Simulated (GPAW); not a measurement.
Set up this calculation in GPAW 26.7.0, as an ASE script.

| Item | Value |
| --- | --- |
| Task | single point |
| Functional | PBE |
| Potentials or basis | GPAW PAW data sets (gpaw-data 1.2.1) |
| Cutoff | 800 eV |
| Basis | pw |
| k mesh | 10 × 10 × 3 |
| Occupations | gaussian, width 0.015 eV |
| Spin | no spin polarisation |
| Maxiter | 150 |

Crystal: SiC.

```
Si C
1.0
     3.07569    0.00000    0.00000
    -1.53785    2.66363    0.00000
     0.00000    0.00000   10.07065
Si C
4 4
Direct
  0.00000 0.00000 0.18789
  0.00000 0.00000 0.68789
  0.33333 0.66667 0.43784
  0.66667 0.33333 0.93784
  0.00000 0.00000 0.00046
  0.00000 0.00000 0.50046
  0.33333 0.66667 0.24980
  0.66667 0.33333 0.74980
```

The cell is a database's computed one.

One way to write it, as run:

run.py

```python
from ase import Atoms
from ase.dft.bandgap import bandgap
from ase.io import write
from ase.units import Bohr, GPa
from gpaw import GPAW, PW
from gpaw.elf import elf_from_dft_calculation

atoms = Atoms(['Si', 'Si', 'Si', 'Si', 'C', 'C', 'C', 'C'],
              cell=[[3.0756941497, 0.0, 0.0],
                    [-1.5378470748, 2.6636292679, 0.0],
                    [0.0, 0.0, 10.07064648]],
              scaled_positions=[[0.0, 0.0, 0.18789438],
                                [0.0, 0.0, 0.68789438],
                                [0.3333333333, 0.6666666667, 0.43784198],
                                [0.6666666667, 0.3333333333, 0.93784198],
                                [0.0, 0.0, 0.00046005],
                                [0.0, 0.0, 0.50046005],
                                [0.3333333333, 0.6666666667, 0.24980259],
                                [0.6666666667, 0.3333333333, 0.74980259]],
              pbc=True)

calc = GPAW(mode=PW(800),
            xc='PBE',
            kpts={'size': (10, 10, 3), 'gamma': True},
            occupations={'name': 'methfessel-paxton', 'order': 0, 'width': 0.015},
            nbands=32,
            convergence={'density': 1e-05, 'energy': 1e-05},
            maxiter=150,
            txt='gpaw.txt')
atoms.calc = calc
energy = atoms.get_potential_energy()
forces = atoms.get_forces()
stress = atoms.get_stress()
calc.write('gs.gpw')
write('result.traj', atoms)
print(f'Energy: {energy:.6f} eV')
print('Forces (eV/A):')
print(forces.round(4))
print('Stress (GPa):', (stress / GPa).round(3))
print('Fermi level:', round(calc.get_fermi_level(), 4), 'eV')
print(f'Gap: {bandgap(calc)[0]:.4f} eV, direct: {bandgap(calc, direct=True)[0]:.4f} eV')

# fields on the real-space grid
write('density.cube', atoms, data=calc.get_pseudo_density() * Bohr**3)
write('potential.cube', atoms, data=calc.get_electrostatic_potential())
write('elf.cube', atoms, data=elf_from_dft_calculation(calc).data)
```

Potentials or basis: GPAW PAW data sets (gpaw-data 1.2.1), pw.

Run with:

```sh
$ OMP_NUM_THREADS=1 python run.py
```

Results of the run:

The pressure is 5.2 GPa, the largest force is 0.008 eV/Å and the band gap on the k mesh is 2.22 eV, indirect (least direct gap 3.34 eV).

Caveat: an odd mesh through Γ misses points on the zone boundary, where band edges often lie.

Run time: 2.1 min on 1 thread of Arm Neoverse V1, with other jobs on the host, peak memory 0.29 GiB.
